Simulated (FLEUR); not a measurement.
# Sn (I4/mmm) in FLEUR: further runs, part 2 of 2

FLEUR MaX-R8.1 (later development tree).

## (4) Single point, r2SCAN

This run uses another cell than the first one, of 27.35 Å³/atom, 0.909 times its volume.

inp.xml reads:

```xml
<?xml version="1.0" encoding="UTF-8" standalone="no"?>
<fleurInput fleurInputVersion="0.39">
   <comment>
      Sn                                                                                                  
   </comment>
   <calculationSetup>
      <cutoffs Kmax="4.1" Gmax="12.7" GmaxXC="12.7" numbands="0"/>
      <scfLoop itmax="80" minDistance="0.0001" maxIterBroyd="30" imix="Anderson" alpha="0.05" precondParam="0.0" spinf="2.0" sdNocoIR="T"/>
      <coreElectrons ctail="F" frcor="F" kcrel="0" coretail_lmax="0"/>
      <xcFunctional name="LibXC" relativisticCorrections="F">
         <LibXCName exchange="mgga_x_r2scan" correlation="mgga_c_r2scan"/>
         <AuxGGA exchange="117" correlation="130"/>
      </xcFunctional>
      <magnetism jspins="1"/>
      <soc l_soc="F" theta="0.0" phi="0.0" spav="F"/>
      <expertModes spex="0" secvar="F"/>
      <geometryOptimization l_f="F" forcealpha="1.0" forcemix="BFGS" epsdisp="0.00001" epsforce="0.00001"/>
      <ldaU l_linMix="F" mixParam="0.05" spinf="1.0"/>
   </calculationSetup>
   <cell>
      <bzIntegration valenceElectrons="22.0" mode="hist" fermiSmearingEnergy="0.00183747">
         <kPointListSelection listName="default-1"/>
         <!-- k-points included here -->
         <xi:include xmlns:xi="http://www.w3.org/2001/XInclude" href="kpts.xml"> </xi:include>
      </bzIntegration>
      <!-- symmetry operations included here -->
      <xi:include xmlns:xi="http://www.w3.org/2001/XInclude" href="sym.xml"> </xi:include>
      <bulkLattice scale="1.0">
         <bravaisMatrix>
            <row-1>   -3.8346122417283861     3.8346122417283861     3.1383815390375442</row-1>
            <row-2>    3.8346122417283861    -3.8346122417283861     3.1383815390375442</row-2>
            <row-3>    3.8346122417283861     3.8346122417283861    -3.1383815390375442</row-3>
         </bravaisMatrix>
      </bulkLattice>
   </cell>
   <atomSpecies>
      <species name="Tin (Sn)" element="Sn" atomicNumber="50">
         <mtSphere radius="2.66" gridPoints="879" logIncrement="0.015"/>
         <atomicCutoffs lmax="10" lnonsphr="10"/>
         <electronConfig flipSpins="F">
            <coreConfig>(1s1/2) (2s1/2) (2p1/2) (2p3/2) (3s1/2) (3p1/2) (3p3/2) (3d3/2) (3d5/2)</coreConfig>
            <valenceConfig>(4s1/2) (4p1/2) (4p3/2) (5s1/2) (4d3/2) (4d5/2) (5p1/2) (5p3/2)</valenceConfig>
            <stateOccupation state="(5p1/2)" spinUp="0.333333" spinDown="0.333333"/>
            <stateOccupation state="(5p3/2)" spinUp="0.666667" spinDown="0.666667"/>
         </electronConfig>
         <energyParameters s="5" p="5" d="4" f="4"/>
         <lo type="SCLO" l="0" n="4" eDeriv="0"/>
         <lo type="SCLO" l="1" n="4" eDeriv="0"/>
         <lo type="SCLO" l="1" n="4" eDeriv="1"/>
         <lo type="SCLO" l="2" n="4" eDeriv="2"/>
         <lo type="SCLO" l="3" n="4" eDeriv="2"/>
      </species>
   </atomSpecies>
   <atomGroups>
      <atomGroup species="Tin (Sn)">
         <relPos label="                   1">.0000000000 .0000000000 .0000000000</relPos>
         <force calculate="T" relaxXYZ="TTT"/>
      </atomGroup>
   </atomGroups>
   <output dos="F" band="F" slice="F">
      <checks vchk="F" cdinf="F"/>
      <bandDOS minEnergy="-.5*Htr" maxEnergy="0.5*Htr" sigma="0.015" storeEVData="T"/>
      <vacuumDOS vacdos="F" integ="F" star="F" nstars="0" locx1="0.0" locy1="0.0" locx2="0.0" locy2="0.0" nstm="0" tworkf="0.0"/>
      <unfoldingBand unfoldBand="F" supercellX="1" supercellY="1" supercellZ="1"/>
      <plotting iplot="0" polar="F">
         <plot TwoD="T" vec1="  1.0  0.0  0.0" vec2="  0.0  1.0  0.0" vec3="  0.0  0.0  1.0" zero="  0.0  0.0  0.0" file="plot"/>
      </plotting>
      <chargeDensitySlicing numkpt="0" minEigenval="0.0" maxEigenval="0.0" nnne="0" pallst="F"/>
      <specialOutput eonly="F"/>
      <moessbauerParams electricFieldGradient="T" isomerShift="T" coreHyperfine="T" valenceHyperfine="T"/>
      <magneticCircularDichroism mcd="F" energyLo="-10.0" energyUp="0.0"/>
   </output>
  <!-- We include the file relax.xml here to enable relaxations (see documentation) -->
  <xi:include xmlns:xi="http://www.w3.org/2001/XInclude" href="relax.xml"> <xi:fallback/> </xi:include>
</fleurInput>
```

crystal.txt reads:

```
Sn
&input cartesian=F /
-2.0291894110  2.0291894110  1.6607599896
2.0291894110  -2.0291894110  1.6607599896
2.0291894110  2.0291894110  -1.6607599896
1.8897261246
1.0 1.0 1.0

1
50 0.0000000000  0.0000000000  0.0000000000

&kpt div1=10 div2=10 div3=10 gamma=T /
```

Potentials or basis: all-electron, FLAPW.

Launch:

```bash
$ inpgen -f crystal.txt -profile fastHighL
$ # inp.xml edited to the form shown
$ fleur_MPI
```

The log of the run:

```text
Welcome to FLEUR        (www.flapw.de)
      MaX-Release 8.1          (www.max-centre.eu)
 func_ids         498         497         498         497
 MetaGGA potential functional detected - V_tau will be computed
 Auxiliary Potential for radial basis: exchange=         117  correlation=         130
The functional 'Re-regularized SCAN exchange by Furness et al' is an exchange functional, it belongs to the 'MGGA' family and is defined in the reference(s):
[1] J. W. Furness, A. D. Kaplan, J. Ning, J. P. Perdew, and J. Sun.,  J. Phys. Chem. Lett. 11, 8208-8215 (2020)
[2] J. W. Furness, A. D. Kaplan, J. Ning, J. P. Perdew, and J. Sun.,  J. Phys. Chem. Lett. 11, 9248-9248 (2020)
The functional 'Re-regularized SCAN correlation by Furness et al' is a correlation functional, it belongs to the 'MGGA' family and is defined in the reference(s):
[1] J. W. Furness, A. D. Kaplan, J. Ning, J. P. Perdew, and J. Sun.,  J. Phys. Chem. Lett. 11, 8208-8215 (2020)
[2] J. W. Furness, A. D. Kaplan, J. Ning, J. P. Perdew, and J. Sun.,  J. Phys. Chem. Lett. 11, 9248-9248 (2020)
 Using same functional for VXC and EXC

 ========== k-point set info ==========
 Selected k-point list: default-1
 k-point list type: mesh
 10 x 10 x 10
 Number of k points: 102

 ------------Calculation Setup---------------------------
 Number of MPI-tasks      :            1
 Number of PE/node        :            1
 Number of OMP-threads    :            1
 Most efficient MPI parallelization for:
           1           2           3           6          17          34          51         102
 Additional eigenvalue parallelization possible
 Number of basis functions:          267
 Approximate size of matrices (H+S) per k-point:         0.001 GB
 --------------------------------------------------------
The functional 'Hammer, Hansen, and Norskov' is an exchange functional, it belongs to the 'GGA' family and is defined in the reference(s):
[1] B. Hammer, L. B. Hansen, and J. K. Nørskov.,  Phys. Rev. B 59, 7413 (1999)
The functional 'Perdew, Burke & Ernzerhof' is a correlation functional, it belongs to the 'GGA' family and is defined in the reference(s):
[1] J. P. Perdew, K. Burke, and M. Ernzerhof.,  Phys. Rev. Lett. 77, 3865 (1996)
[2] J. P. Perdew, K. Burke, and M. Ernzerhof.,  Phys. Rev. Lett. 78, 1396 (1997)
 Using same functional for VXC and EXC
 Using auxiliary GGA potential for the first iteration of MetaGGA calculation.
 Reset of history
 Reset of history
 Iteration:     1   Distance:      24.92963489 me/bohr^3
The functional 'Hammer, Hansen, and Norskov' is an exchange functional, it belongs to the 'GGA' family and is defined in the reference(s):
[1] B. Hammer, L. B. Hansen, and J. K. Nørskov.,  Phys. Rev. B 59, 7413 (1999)
The functional 'Perdew, Burke & Ernzerhof' is a correlation functional, it belongs to the 'GGA' family and is defined in the reference(s):
[1] J. P. Perdew, K. Burke, and M. Ernzerhof.,  Phys. Rev. Lett. 77, 3865 (1996)
[2] J. P. Perdew, K. Burke, and M. Ernzerhof.,  Phys. Rev. Lett. 78, 1396 (1997)
 Using same functional for VXC and EXC
 Iteration:     2   Distance:      23.57592154 me/bohr^3
The functional 'Hammer, Hansen, and Norskov' is an exchange functional, it belongs to the 'GGA' family and is defined in the reference(s):
[1] B. Hammer, L. B. Hansen, and J. K. Nørskov.,  Phys. Rev. B 59, 7413 (1999)
The functional 'Perdew, Burke & Ernzerhof' is a correlation functional, it belongs to the 'GGA' family and is defined in the reference(s):
[1] J. P. Perdew, K. Burke, and M. Ernzerhof.,  Phys. Rev. Lett. 77, 3865 (1996)
[2] J. P. Perdew, K. Burke, and M. Ernzerhof.,  Phys. Rev. Lett. 78, 1396 (1997)
 Using same functional for VXC and EXC
 Iteration:     3   Distance:      22.38270887 me/bohr^3
The functional 'Hammer, Hansen, and Norskov' is an exchange functional, it belongs to the 'GGA' family and is defined in the reference(s):
[1] B. Hammer, L. B. Hansen, and J. K. Nørskov.,  Phys. Rev. B 59, 7413 (1999)
The functional 'Perdew, Burke & Ernzerhof' is a correlation functional, it belongs to the 'GGA' family and is defined in the reference(s):
[1] J. P. Perdew, K. Burke, and M. Ernzerhof.,  Phys. Rev. Lett. 77, 3865 (1996)
[2] J. P. Perdew, K. Burke, and M. Ernzerhof.,  Phys. Rev. Lett. 78, 1396 (1997)
 Using same functional for VXC and EXC
 Iteration:     4   Distance:       0.65419941 me/bohr^3
The functional 'Hammer, Hansen, and Norskov' is an exchange functional, it belongs to the 'GGA' family and is defined in the reference(s):
[1] B. Hammer, L. B. Hansen, and J. K. Nørskov.,  Phys. Rev. B 59, 7413 (1999)
The functional 'Perdew, Burke & Ernzerhof' is a correlation functional, it belongs to the 'GGA' family and is defined in the reference(s):
[1] J. P. Perdew, K. Burke, and M. Ernzerhof.,  Phys. Rev. Lett. 77, 3865 (1996)
[2] J. P. Perdew, K. Burke, and M. Ernzerhof.,  Phys. Rev. Lett. 78, 1396 (1997)
 Using same functional for VXC and EXC
 Iteration:     5   Distance:       0.28337177 me/bohr^3
The functional 'Hammer, Hansen, and Norskov' is an exchange functional, it belongs to the 'GGA' family and is defined in the reference(s):
[1] B. Hammer, L. B. Hansen, and J. K. Nørskov.,  Phys. Rev. B 59, 7413 (1999)
The functional 'Perdew, Burke & Ernzerhof' is a correlation functional, it belongs to the 'GGA' family and is defined in the reference(s):
[1] J. P. Perdew, K. Burke, and M. Ernzerhof.,  Phys. Rev. Lett. 77, 3865 (1996)
[2] J. P. Perdew, K. Burke, and M. Ernzerhof.,  Phys. Rev. Lett. 78, 1396 (1997)
 Using same functional for VXC and EXC
 Iteration:     6   Distance:       0.27186667 me/bohr^3
The functional 'Hammer, Hansen, and Norskov' is an exchange functional, it belongs to the 'GGA' family and is defined in the reference(s):
[1] B. Hammer, L. B. Hansen, and J. K. Nørskov.,  Phys. Rev. B 59, 7413 (1999)
The functional 'Perdew, Burke & Ernzerhof' is a correlation functional, it belongs to the 'GGA' family and is defined in the reference(s):
[1] J. P. Perdew, K. Burke, and M. Ernzerhof.,  Phys. Rev. Lett. 77, 3865 (1996)
[2] J. P. Perdew, K. Burke, and M. Ernzerhof.,  Phys. Rev. Lett. 78, 1396 (1997)
 Using same functional for VXC and EXC
 Iteration:     7   Distance:       0.03779318 me/bohr^3
The functional 'Hammer, Hansen, and Norskov' is an exchange functional, it belongs to the 'GGA' family and is defined in the reference(s):
[1] B. Hammer, L. B. Hansen, and J. K. Nørskov.,  Phys. Rev. B 59, 7413 (1999)
The functional 'Perdew, Burke & Ernzerhof' is a correlation functional, it belongs to the 'GGA' family and is defined in the reference(s):
[1] J. P. Perdew, K. Burke, and M. Ernzerhof.,  Phys. Rev. Lett. 77, 3865 (1996)
[2] J. P. Perdew, K. Burke, and M. Ernzerhof.,  Phys. Rev. Lett. 78, 1396 (1997)
 Using same functional for VXC and EXC
 Iteration:     8   Distance:       0.01281053 me/bohr^3
The functional 'Hammer, Hansen, and Norskov' is an exchange functional, it belongs to the 'GGA' family and is defined in the reference(s):
[1] B. Hammer, L. B. Hansen, and J. K. Nørskov.,  Phys. Rev. B 59, 7413 (1999)
The functional 'Perdew, Burke & Ernzerhof' is a correlation functional, it belongs to the 'GGA' family and is defined in the reference(s):
[1] J. P. Perdew, K. Burke, and M. Ernzerhof.,  Phys. Rev. Lett. 77, 3865 (1996)
[2] J. P. Perdew, K. Burke, and M. Ernzerhof.,  Phys. Rev. Lett. 78, 1396 (1997)
 Using same functional for VXC and EXC
 Iteration:     9   Distance:       0.00478052 me/bohr^3
The functional 'Hammer, Hansen, and Norskov' is an exchange functional, it belongs to the 'GGA' family and is defined in the reference(s):
[1] B. Hammer, L. B. Hansen, and J. K. Nørskov.,  Phys. Rev. B 59, 7413 (1999)
The functional 'Perdew, Burke & Ernzerhof' is a correlation functional, it belongs to the 'GGA' family and is defined in the reference(s):
[1] J. P. Perdew, K. Burke, and M. Ernzerhof.,  Phys. Rev. Lett. 77, 3865 (1996)
[2] J. P. Perdew, K. Burke, and M. Ernzerhof.,  Phys. Rev. Lett. 78, 1396 (1997)
 Using same functional for VXC and EXC
 Iteration:    10   Distance:       0.00031016 me/bohr^3
The functional 'Hammer, Hansen, and Norskov' is an exchange functional, it belongs to the 'GGA' family and is defined in the reference(s):
[1] B. Hammer, L. B. Hansen, and J. K. Nørskov.,  Phys. Rev. B 59, 7413 (1999)
The functional 'Perdew, Burke & Ernzerhof' is a correlation functional, it belongs to the 'GGA' family and is defined in the reference(s):
[1] J. P. Perdew, K. Burke, and M. Ernzerhof.,  Phys. Rev. Lett. 77, 3865 (1996)
[2] J. P. Perdew, K. Burke, and M. Ernzerhof.,  Phys. Rev. Lett. 78, 1396 (1997)
 Using same functional for VXC and EXC
 Iteration:    11   Distance:       0.00026831 me/bohr^3
The functional 'Hammer, Hansen, and Norskov' is an exchange functional, it belongs to the 'GGA' family and is defined in the reference(s):
[1] B. Hammer, L. B. Hansen, and J. K. Nørskov.,  Phys. Rev. B 59, 7413 (1999)
The functional 'Perdew, Burke & Ernzerhof' is a correlation functional, it belongs to the 'GGA' family and is defined in the reference(s):
[1] J. P. Perdew, K. Burke, and M. Ernzerhof.,  Phys. Rev. Lett. 77, 3865 (1996)
[2] J. P. Perdew, K. Burke, and M. Ernzerhof.,  Phys. Rev. Lett. 78, 1396 (1997)
 Using same functional for VXC and EXC
 Iteration:    12   Distance:       0.00004893 me/bohr^3

 ********************************************************************
 Run finished successfully
 Stop message:
   all done
 ********************************************************************
```

Run time: 31 s. Hardware: 1 thread of Arm Neoverse V2, shared host; peak memory 0.09 GiB.

What came out:

```
Free energy                                           : -168143.5239 eV
Band gap on the k mesh                                : none (metal or under the smearing width)
Valence electrons inside the program's atomic spheres : Sn 20.17 (radii Sn 2.66 bohr)
```

Core levels (eV from the Fermi level):
| atom | levels |
| --- | --- |
| 1 Sn | 1s1/2 -28992.8, 2s1/2 -4371.9, 2p1/2 -4082.9, 2p3/2 -3852.2, 3s1/2 -840.2, 3p1/2 -722.9, 3p3/2 -680.7, 3d3/2 -473.7, 3d5/2 -465.0 |

Caveat: the meta-GGA is that of a development version, with a GGA for the radial functions and cores and without core tails.

## (5) The runs side by side

| cell | gap on the mesh (eV) |
| --- | --- |
| I4/mmm, 30.09 Å³/atom | none |
| I4/mmm, 28.72 Å³/atom | none |
| I4/mmm, 27.35 Å³/atom | none |

Alike in all rows: task single point; level r2SCAN; potentials or basis all-electron, FLAPW; no spin polarisation; k mesh 10 × 10 × 10; smearing fermi-dirac 0.05 eV; kmax 4.1 1/bohr.

Every run on the cell as given and a fine mesh finds a metal.

Caveats: the meta-GGA is that of a development version, with a GGA for the radial functions and cores and without core tails.

Compare energies only between runs with the same functional and basis.
